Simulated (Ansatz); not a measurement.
Co:

```
CELL_PARAMETERS angstrom
2.47056 0.00000 0.00000
-1.23528 2.13957 0.00000
0.00000 0.00000 8.08823
ATOMIC_POSITIONS crystal
Co 0.66667 0.33333 0.75000
Co 0.00000 0.00000 0.50000
Co 0.33333 0.66667 0.25000
Co 0.00000 0.00000 0.00000
```

* Program: Ansatz 0.2.0
* Task: relaxation of cell and atoms
* Functional: revPBE
* Potentials or basis: Ansatz PAW
* Cutoff: 420 eV (not typed: the program's choice for these potentials)
* k mesh: 12 × 12 × 4
* Occupations: fermi-dirac, width 0.05 eV
* Spin: collinear spin, ferromagnetic start
* Starting moments: [2.0, 2.0, 2.0, 2.0] μB

At the start: volume 10.69 Å³/atom.

Where does the relaxation end?

It ends after 7 steps and the volume is 11.14 Å³/atom (+4.2 %); space group P6_3/mmc (No. 194, to 0.05 Å); moment 6.76 μB per cell.

The path:
| step | energy change (eV) | largest force (eV/Å) | volume (Å³) |
| --- | --- | --- | --- |
| 1 | 0.0000 | 0.0000 | 42.75 |
| 2 | -0.0392 | 0.0000 | 43.67 |
| 3 | -0.0503 | 0.0000 | 44.48 |
| 4 | -0.0503 | 0.0000 | 44.53 |
| 5 | -0.0527 | 0.0000 | 44.53 |
| 6 | -0.0527 | 0.0000 | 44.56 |
| 7 | -0.0527 | 0.0000 | 44.56 |

Final structure:
```yaml
crystal:
  lattice:
    - [2.51443, 0.00000, 0.00000]
    - [-1.25722, 2.17756, 0.00000]
    - [0.00000, 0.00000, 8.13753]
  atoms:
    - { symbol: Co, position: [0.66667, 0.33333, 0.75000] }
    - { symbol: Co, position: [0.00000, 0.00000, 0.50000] }
    - { symbol: Co, position: [0.33333, 0.66667, 0.25000] }
    - { symbol: Co, position: [0.00000, 0.00000, 0.00000] }
```

Caveat: the plane-wave basis is chosen anew once the cell has moved, so the energies of steps on either side of that aren't comparable; the PAW data sets come from PBE, with cores solved anew for the run's functional, which leaves a small shift of forces and pressure.
